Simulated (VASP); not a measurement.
# C (Fd-3m) in VASP: further runs

Runs on C. Level: PBE. Tasks: G0W0 quasiparticle levels.

Everything below comes from runs of VASP 6.6.1. Logs are shortened: lines on timing, memory, paths and dates and some standing lists are left out, and cuts for length are marked.

### 1 Starting point

It takes space group Fd-3m (No. 227, cubic). Conventional cell: a = 3.567 Å, b = 3.567 Å, c = 3.567 Å, α = 90.00°, β = 90.00°, γ = 90.00°. C (site symmetry -43m) is surrounded by 4 C at 1.54 Å.

This isn't the form of C at room conditions, which is graphite.

### 2 G0W0 quasiparticle levels, PBE

POSCAR

```
C
1.0
    0.0000000000      1.7833700000      1.7833700000
    1.7833700000      0.0000000000      1.7833700000
    1.7833700000      1.7833700000      0.0000000000
C
2
Direct
    0.7500000000      0.7500000000      0.7500000000
    0.5000000000      0.5000000000      0.5000000000
```

INCAR.step1

```
PREC = Accurate ; ENCUT = 450
EDIFF = 1E-8 ; ISMEAR = 0
SIGMA = 0.01 ; LREAL = False
LASPH = True ; NELM = 100
ALGO = Normal ; LWAVE = True
LCHARG = False ; GGA = PE
```

INCAR.step2

```
PREC = Accurate ; ENCUT = 450
EDIFF = 1E-8 ; ISMEAR = 0
SIGMA = 0.01 ; LREAL = False
LASPH = True ; NELM = 1
ALGO = Exact ; LWAVE = True
LCHARG = False ; GGA = PE
NBANDS = 31 ; LOPTICS = True
ISTART = 1
```

INCAR.step3

```
PREC = Accurate ; ENCUT = 450
EDIFF = 1E-8 ; ISMEAR = 0
SIGMA = 0.01 ; LREAL = False
LASPH = True ; ALGO = EVGW0
LWAVE = False ; LCHARG = False
GGA = PE ; NELMGW = 1
NBANDS = 31 ; ENCUTGW = 150
NOMEGA = 48 ; PRECFOCK = Fast
ISTART = 1 ; NBANDSGW = 12
```

KPOINTS

```
Automatic mesh
0
Gamma
  3 3 3
```

Potentials or basis: VASP PAW PBE potentials, release 64 (C_GW).

Command:

```sh
$ cat potpaw_PBE.64/C_GW/POTCAR > POTCAR
$ cp INCAR.step1 INCAR
$ mpirun -np 1 vasp_std > vasp.out
$ cp INCAR.step2 INCAR
$ mpirun -np 1 vasp_std > vasp.out
$ cp INCAR.step3 INCAR
$ mpirun -np 1 vasp_std > vasp.out
```

OUTCAR:

```text
PREC = Accurate
   ENCUT = 450
   EDIFF = 1E-8
   ISMEAR = 0
   LREAL = False
   LASPH = True
   GGA = PE
   NELMGW = 1
   ENCUTGW = 150
   PRECFOCK = Fast
   ISTART = 1

 Found      4 irreducible k-points:

 Following reciprocal coordinates:
            Coordinates               Weight
  0.000000  0.000000  0.000000      1.000000
  0.333333  0.000000  0.000000      8.000000
  0.333333  0.333333  0.000000      6.000000
 -0.333333  0.333333  0.000000     12.000000
   k-points           NKPTS =      4   k-points in BZ     NKDIM =     27   number of bands    NBANDS=     31
   number of dos      NEDOS =    301   number of ions     NIONS =      2
   total plane-waves  NPLWV =   5832
   dimension x,y,z NGX =    18 NGY =   18 NGZ =   18
   dimension x,y,z NGXF=    36 NGYF=   36 NGZF=   36
   ions per type =               2
   NGX,Y,Z   is equivalent  to a cutoff of  11.86, 11.86, 11.86 a.u.
   NGXF,Y,Z  is equivalent  to a cutoff of  23.73, 23.73, 23.73 a.u.
 SYSTEM =  unknown system
   PREC   = accura    normal or accurate (medium, high low for compatibility)
   ISTART =      1    job   : 0-new  1-cont  2-samecut
   ICHARG =      0    charge: 1-file 2-atom 10-const
   ISPIN  =      1    spin polarized calculation?
   LNONCOLLINEAR =      F non collinear calculations
   LSORBIT =      F    spin-orbit coupling
   LASPH  =      T    aspherical Exc in radial PAW
   ENCUT  =  450.0 eV  33.07 Ry    5.75 a.u.   4.36  4.36  4.36*2*pi/ulx,y,z
   NELM   =     60;   NELMIN=  2; NELMDL=  0     # of ELM steps
   EDIFF  = 0.1E-07   stopping-criterion for ELM
   LREAL  =      F    real-space projection
   EDIFFG = 0.1E-06   stopping-criterion for IOM
   NSW    =      0    number of steps for IOM
   IBRION =     -1    ionic relax: 0-MD 1-quasi-New 2-CG
   NFREE  =      0    steps in history (QN), initial steepest desc. (CG)
   ISIF   =      0    stress and relaxation
   ISYM   =      3    0-nonsym 1-usesym 2-fastsym
   POTIM  = 0.5000    time-step for ionic-motion
   TEBEG  =    0.0;   TEEND  =   0.0 temperature during run
   PSTRESS=    0.0 pullay stress
   NELECT =       8.0000    total number of electrons
   NUPDOWN=      -1.0000    fix difference up-down
   EMIN   =  10.00;   EMAX   =-10.00  energy-range for DOS
   EFERMI =   0.00;   METHOD = LEGACY
   ISMEAR =     0;   SIGMA  =   0.01  broadening in eV -4-tet -1-fermi 0-gaus
   EFERMI_NEDOS =   21; number of points for ismear=-14 and -15
   IALGO  =     38    algorithm
   IMIX   =      4    mixing-type and parameters
     AMIX     =   0.40;   BMIX     =  1.00
     AMIX_MAG =   1.60;   BMIX_MAG =  1.00
  volume/ion in A,a.u.               =       5.67        38.28
  Fermi-wavevector in a.u.,A,eV,Ry     =   1.457203  2.753714 28.891161  2.123440
  Thomas-Fermi vector in A             =   2.574032
   LORBIT       =      0    0 simple, 1 ext, 2 COOP (PROOUT), +10 PAW based schemes
   GGA     = PE    functional components
   LHFCALC =     T    Hartree Fock is set to
   PRECFOCK=fast      Normal, Fast or Accurate (Low or Medium for compatibility)
   ENCUT4O =  -1.0   cutoff for four orbital integrals eV
   NKREDX  =     1    reduce k-point grid by
   NKREDY  =     1    reduce k-point grid by
   NKREDZ  =     1    reduce k-point grid by
   AEXX    =    1.0000 exact exchange contribution
   HFSCREEN=    0.0000 screening length (either q_TF or 0.3 A-1)
   HFSCREENC=   0.0000 screening length for correlation (either q_TF or 0.3 A-1)
   ENCUTFOCK=  -1.0 apply spherical cutoff to Coloumb kernel
   IVDW    =     0    specifies the selected vdW correction
   LEPSILON=     F    determine dielectric tensor
   LRPA    =     F    only Hartree local field effects (RPA)
   LRPAFORCE           =     F    calculate RPA forces
   ENCUTGW             = 150.0    cutoff for response function in eV
   ENCUTGWSOFT         = 120.0    soft cutoff for Coulomb kernel in GW response function in eV
   ENCUTLF             =  -1.0    cutoff for local field effects
   NELMGW              =     1    number of iterations in solving QP/BSE equation
   NELMHF              =     1    number of iterations in the inner HF iteration
   NKREDLFX            =     1    NKREDLFY  =   1   NKREDLFZ  =   1
 non-spin polarized calculation
 Gauss-broadening in eV      SIGMA  =   0.01
  energy-cutoff  :      450.00
  volume of cell :       11.34
 maximum number of plane-waves:       259
 NGX is ok and might be reduce to    18
  NGX = 10; NGY = 10; NGZ = 10
   NGX =  9   NGY =  9   NGZ =  9
 maximum number of plane-waves:        59

 QP shifts <psi_nk| G(iteration)W_0 |psi_nk>: iteration 1
 for sc-GW calculations column KS-energies equals QP-energies in previous step
 and V_xc(KS)=  KS-energies - (<T + V_ion + V_H > + <T+V_H+V_ion>^1  + <V_x>^1)

 k-point   1 :       0.0000    0.0000    0.0000
  band No.  KS-energies  QP-energies   sigma(KS)   V_xc(KS)     V^pw_x(r,r')   Z            occupation Imag(sigma)

      1     -11.6473     -13.1019     -16.6991     -14.7556     -25.3472       0.7484       2.0000       1.4697
      2       9.8679       9.5602     -17.1931     -16.8171     -19.9899       0.8187       2.0000       0.1021
      3       9.8679       9.5602     -17.1931     -16.8171     -19.9899       0.8187       2.0000       0.1021
      4       9.8679       9.5602     -17.1931     -16.8171     -19.9899       0.8187       2.0000       0.1021
      5      15.4341      16.7172     -13.9274     -15.5106      -8.7983       0.8104       0.0000      -0.1328
      6      15.4341      16.7172     -13.9274     -15.5106      -8.7983       0.8104       0.0000      -0.1328
      7      15.4341      16.7172     -13.9274     -15.5106      -8.7983       0.8104       0.0000      -0.1328
      8      23.1878      24.3931     -14.8075     -16.3713      -7.5094       0.7708       0.0000      -0.3369
      9      29.1228      29.5452     -11.2562     -11.7768      -4.2105       0.8112       0.0000      -0.4517
     10      36.3294      37.6242     -12.2944     -13.8641      -5.7988       0.8249       0.0000      -0.5644
     11      36.3294      37.6242     -12.2944     -13.8641      -5.7988       0.8249       0.0000      -0.5644
     12      37.3230      38.1132     -10.4774     -11.4342      -3.1747       0.8258       0.0000      -1.0573

 k-point   2 :       0.3333    0.0000    0.0000
  band No.  KS-energies  QP-energies   sigma(KS)   V_xc(KS)     V^pw_x(r,r')   Z            occupation Imag(sigma)

      1      -8.6289      -9.9758     -16.7880     -15.0095     -24.6269       0.7573       2.0000       1.0908
      2       0.4696      -0.4625     -16.5424     -15.3535     -21.4005       0.7841       2.0000       0.2719
      3       7.5428       7.0875     -17.0102     -16.4522     -20.2433       0.8159       2.0000       0.1181
      4       7.5428       7.0875     -17.0102     -16.4522     -20.2433       0.8159       2.0000       0.1181
      5      18.1214      19.4816     -13.7653     -15.4507      -8.1198       0.8070       0.0000      -0.1639
      6      18.1214      19.4816     -13.7653     -15.4507      -8.1198       0.8070       0.0000      -0.1639
      7      18.4168      19.4997     -14.2919     -15.6419      -8.5146       0.8021       0.0000      -0.1763
      8      25.1074      26.4107     -13.3019     -14.9668      -5.9266       0.7828       0.0000      -0.3767
      9      30.7909      31.5994     -11.9200     -12.9350      -4.4913       0.7965       0.0000      -0.5530
     10      33.0309      34.0925     -11.7764     -13.0677      -5.0454       0.8221       0.0000      -0.5576
     11      33.0309      34.0925     -11.7764     -13.0677      -5.0454       0.8221       0.0000      -0.5576
     12      35.1274      36.1145     -12.0520     -13.3115      -3.9894       0.7838       0.0000      -0.7928

 k-point   3 :       0.3333    0.3333    0.0000
  band No.  KS-energies  QP-energies   sigma(KS)   V_xc(KS)     V^pw_x(r,r')   Z            occupation Imag(sigma)

      1      -7.6236      -8.9590     -16.7952     -15.0716     -24.3425       0.7748       2.0000       1.0029
      2       2.6743       1.8125     -17.2990     -16.2088     -21.8302       0.7905       2.0000       0.2127
      3       4.5424       3.8874     -16.6818     -15.8618     -20.5574       0.7987       2.0000       0.1585
      4       4.5424       3.8874     -16.6818     -15.8618     -20.5574       0.7987       2.0000       0.1585
      5      13.9803      14.7986     -13.1804     -14.1743      -8.1934       0.8234       0.0000      -0.1279
      6      17.5557      18.2981     -12.2173     -13.1240      -6.5909       0.8189       0.0000      -0.1561
      7      23.9194      25.6215     -14.4341     -16.6162      -7.4123       0.7800       0.0000      -0.3146
      8      23.9194      25.6215     -14.4341     -16.6162      -7.4123       0.7800       0.0000      -0.3146
      9      31.1641      32.5159     -13.8155     -15.5517      -5.9042       0.7785       0.0000      -0.6595
     10      33.0659      34.2356     -12.5112     -14.0015      -4.4506       0.7849       0.0000      -0.6742
     11      41.5289      42.9589     -12.1614     -13.8928      -5.1706       0.8259       0.0000      -1.0019
     12      44.4728      45.4344     -11.3022     -12.5072      -3.1983       0.7980       0.0000      -1.2582

 k-point   4 :      -0.3333    0.3333    0.0000
  band No.  KS-energies  QP-energies   sigma(KS)   V_xc(KS)     V^pw_x(r,r')   Z            occupation Imag(sigma)

      1      -4.2127      -5.4444     -17.2368     -15.6623     -23.8906       0.7823       2.0000       0.6639
      2      -1.0910      -2.1464     -17.0206     -15.6693     -22.6185       0.7810       2.0000       0.3898
      3       0.4601      -0.4448     -15.8727     -14.7311     -20.4133       0.7926       2.0000       0.2502
      4       5.1713       4.5406     -16.7990     -16.0176     -20.5476       0.8073       2.0000       0.1488
      5      16.1747      17.0199     -12.8022     -13.8331      -7.4417       0.8198       0.0000      -0.1414
      6      22.7827      24.4378     -14.1547     -16.2645      -7.3004       0.7845       0.0000      -0.2883
      7      23.3949      24.8599     -13.9313     -15.8044      -6.9698       0.7821       0.0000      -0.3011
      8      24.8609      26.3932     -14.2958     -16.2715      -6.8366       0.7756       0.0000      -0.3810
      9      26.7823      27.7989     -12.5200     -13.7675      -6.2290       0.8149       0.0000      -0.2989
     10      33.5173      34.5534     -11.6705     -12.9221      -5.2095       0.8278       0.0000      -0.5226
     11      34.6985      36.1634     -13.2766     -15.1757      -4.6899       0.7714       0.0000      -0.8258
     12      43.6201      44.4382     -11.0168     -12.0205      -3.2034       0.8151       0.0000      -1.2169
```

It took 3.3 s on 1 thread of AMD EPYC 9R45 (Zen 5), shared host; peak memory 0.08 GiB.

These settings aren't checked as converged: the numbers below hold their error.

What came out:

```yaml
Band_gap_on_the_k_mesh_mean-field_level: 4.11 eV, indirect (least direct gap 5.57 eV)
Quasiparticle_gap: 5.24 eV
Least_direct_quasiparticle_gap: 7.16 eV
```

Caveat: the k mesh is coarse (spacing up to 1.02 Å⁻¹), so the values aren't converged; the cutoff is under 1.25 times the usual one of these potentials, so pressure, stress and relaxed cells hold a basis-set (Pulay) error; bands, screening cutoff and mesh are small and nothing is extrapolated, so the quasiparticle values aren't converged; an odd mesh through Γ misses points on the zone boundary, where band edges often lie.

### 3 G0W0 quasiparticle levels, PBE

POSCAR is that of step 2.

INCAR.step1 is that of step 2.

INCAR.step2 is that of step 2.

INCAR.step3: that of step 2 with these lines changed.

```diff
@@ -7,3 +7,3 @@
 NBANDS = 31 ; ENCUTGW = 150
-NOMEGA = 48 ; PRECFOCK = Fast
+NOMEGA = 100 ; PRECFOCK = Fast
 ISTART = 1 ; NBANDSGW = 12
```

KPOINTS is that of step 2.

Potentials or basis: VASP PAW PBE potentials, release 64 (C_GW).

Command:

```sh
$ cat potpaw_PBE.64/C_GW/POTCAR > POTCAR
$ cp INCAR.step1 INCAR
$ mpirun -np 1 vasp_std > vasp.out
$ cp INCAR.step2 INCAR
$ mpirun -np 1 vasp_std > vasp.out
$ cp INCAR.step3 INCAR
$ mpirun -np 1 vasp_std > vasp.out
```

OUTCAR:

```text
PREC = Accurate
   ENCUT = 450
   EDIFF = 1E-8
   ISMEAR = 0
   LREAL = False
   LASPH = True
   GGA = PE
   NELMGW = 1
   ENCUTGW = 150
   PRECFOCK = Fast
   ISTART = 1

 Found      4 irreducible k-points:

 Following reciprocal coordinates:
            Coordinates               Weight
  0.000000  0.000000  0.000000      1.000000
  0.333333  0.000000  0.000000      8.000000
  0.333333  0.333333  0.000000      6.000000
 -0.333333  0.333333  0.000000     12.000000
   k-points           NKPTS =      4   k-points in BZ     NKDIM =     27   number of bands    NBANDS=     31
   number of dos      NEDOS =    301   number of ions     NIONS =      2
   total plane-waves  NPLWV =   5832
   dimension x,y,z NGX =    18 NGY =   18 NGZ =   18
   dimension x,y,z NGXF=    36 NGYF=   36 NGZF=   36
   ions per type =               2
   NGX,Y,Z   is equivalent  to a cutoff of  11.86, 11.86, 11.86 a.u.
   NGXF,Y,Z  is equivalent  to a cutoff of  23.73, 23.73, 23.73 a.u.
 SYSTEM =  unknown system
   PREC   = accura    normal or accurate (medium, high low for compatibility)
   ISTART =      1    job   : 0-new  1-cont  2-samecut
   ICHARG =      0    charge: 1-file 2-atom 10-const
[... 54 lines left out ...]
  energy-cutoff  :      450.00
  volume of cell :       11.34
 maximum number of plane-waves:       259
 NGX is ok and might be reduce to    18
  NGX = 10; NGY = 10; NGZ = 10
   NGX =  9   NGY =  9   NGZ =  9
 maximum number of plane-waves:        59

 QP shifts <psi_nk| G(iteration)W_0 |psi_nk>: iteration 1
 for sc-GW calculations column KS-energies equals QP-energies in previous step
 and V_xc(KS)=  KS-energies - (<T + V_ion + V_H > + <T+V_H+V_ion>^1  + <V_x>^1)

 k-point   1 :       0.0000    0.0000    0.0000
  band No.  KS-energies  QP-energies   sigma(KS)   V_xc(KS)     V^pw_x(r,r')   Z            occupation Imag(sigma)

      1     -11.6473     -12.8929     -16.5438     -14.7556     -25.3472       0.6966       2.0000       1.2181
      2       9.8679       9.5441     -17.2051     -16.8171     -19.9899       0.8348       2.0000       0.0460
      3       9.8679       9.5441     -17.2051     -16.8171     -19.9899       0.8348       2.0000       0.0460
      4       9.8679       9.5441     -17.2051     -16.8171     -19.9899       0.8348       2.0000       0.0460
      5      15.4341      16.7251     -13.9273     -15.5106      -8.7983       0.8154       0.0000      -0.0553
      6      15.4341      16.7251     -13.9273     -15.5106      -8.7983       0.8154       0.0000      -0.0553
      7      15.4341      16.7251     -13.9273     -15.5106      -8.7983       0.8154       0.0000      -0.0553
      8      23.1878      24.3332     -14.8633     -16.3713      -7.5094       0.7595       0.0000      -0.1813
      9      29.1228      29.5257     -11.2898     -11.7768      -4.2105       0.8272       0.0000      -0.3534
     10      36.3294      37.6109     -12.3750     -13.8641      -5.7988       0.8607       0.0000      -0.4831
     11      36.3294      37.6109     -12.3750     -13.8641      -5.7988       0.8607       0.0000      -0.4831
     12      37.3230      38.1035     -10.4797     -11.4342      -3.1747       0.8178       0.0000      -0.9385
[... 36 lines left out ...]
      1      -4.2127      -5.5279     -17.2321     -15.6623     -23.8906       0.8378       2.0000       0.5531
      2      -1.0910      -2.1497     -16.9916     -15.6693     -22.6185       0.8006       2.0000       0.2849
      3       0.4601      -0.4338     -15.8652     -14.7311     -20.4133       0.7882       2.0000       0.1280
      4       5.1713       4.5411     -16.8001     -16.0176     -20.5476       0.8054       2.0000       0.0654
      5      16.1747      17.0075     -12.8163     -13.8331      -7.4417       0.8190       0.0000      -0.0585
      6      22.7827      24.4039     -14.1901     -16.2645      -7.3004       0.7815       0.0000      -0.1581
      7      23.3949      24.8269     -13.9629     -15.8044      -6.9698       0.7776       0.0000      -0.1644
      8      24.8609      26.3869     -14.3312     -16.2715      -6.8366       0.7865       0.0000      -0.2377
      9      26.7823      27.7817     -12.5574     -13.7675      -6.2290       0.8259       0.0000      -0.1988
     10      33.5173      34.5204     -11.7283     -12.9221      -5.2095       0.8402       0.0000      -0.4380
     11      34.6985      36.1039     -13.3557     -15.1757      -4.6899       0.7722       0.0000      -0.6601
     12      43.6201      44.3324     -11.1350     -12.0205      -3.2034       0.8044       0.0000      -1.0964
```

Wall time 3.5 s (1 thread of AMD EPYC 9R45 (Zen 5), shared host); peak memory 0.09 GiB.

These settings aren't checked as converged: the numbers below hold their error.

What came out:

| Quantity | Value |
| --- | --- |
| Band gap on the k mesh, mean-field level | 4.11 eV, indirect (least direct gap 5.57 eV) |
| Quasiparticle gap | 5.24 eV |
| Least direct quasiparticle gap | 7.18 eV |

Caveat: the k mesh is coarse (spacing up to 1.02 Å⁻¹), so the values aren't converged; the cutoff is under 1.25 times the usual one of these potentials, so pressure, stress and relaxed cells hold a basis-set (Pulay) error; bands, screening cutoff and mesh are small and nothing is extrapolated, so the quasiparticle values aren't converged; an odd mesh through Γ misses points on the zone boundary, where band edges often lie.

### 4 The reference run

An earlier run on the cell as given: functional PBE; potentials or basis VASP PAW PBE potentials, release 64 (C); cutoff 520 eV; k mesh 13 × 13 × 13; occupations fermi-dirac, width 0.05 eV; no spin polarisation.

* Pressure: 2.5 GPa
* Band gap on the k mesh: 4.14 eV, indirect (least direct gap 5.59 eV)
